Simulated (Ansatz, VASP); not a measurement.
## Ge: VASP beside Ansatz

```xyz
2
Lattice="2.8357 0.0000 0.0000 -1.4179 2.4558 0.0000 0.0000 0.0000 5.6483" Properties=species:S:1:pos:R:3 pbc="T T T"
Ge    0.0000    0.0000    1.4122
Ge    0.0000    0.0000    4.2362
```

Alike in both runs: functional PBE; k mesh 6 × 6 × 4; occupations gaussian, width 0.1 eV; no spin polarisation.

Ansatz relaxed the structure, and its values are those at the end. VASP's run is a single point on that final structure, the one shown.

```csv
,VASP,Ansatz
version,VASP 6.6.1,Ansatz 0.2.0
potentials or method,"VASP PAW PBE potentials, release 64 (Ge_d)","scalar-relativistic, plane waves, PAW"
plane-wave cutoff (eV),520,420
valence electrons in the cell,28,28
```

```csv
,VASP,Ansatz,Ansatz less VASP
gap on the k mesh at the Fermi level (eV),none,none,-
pressure (GPa),0.1,0.1,-0.03
```

A gap of «none» marks a metal or a gap that the smearing closes. The functional is the same, so the differences come from potentials, cutoffs and numerics.

Caveats: the k mesh is coarse (spacing up to 0.43 Å⁻¹), so the values aren't converged.
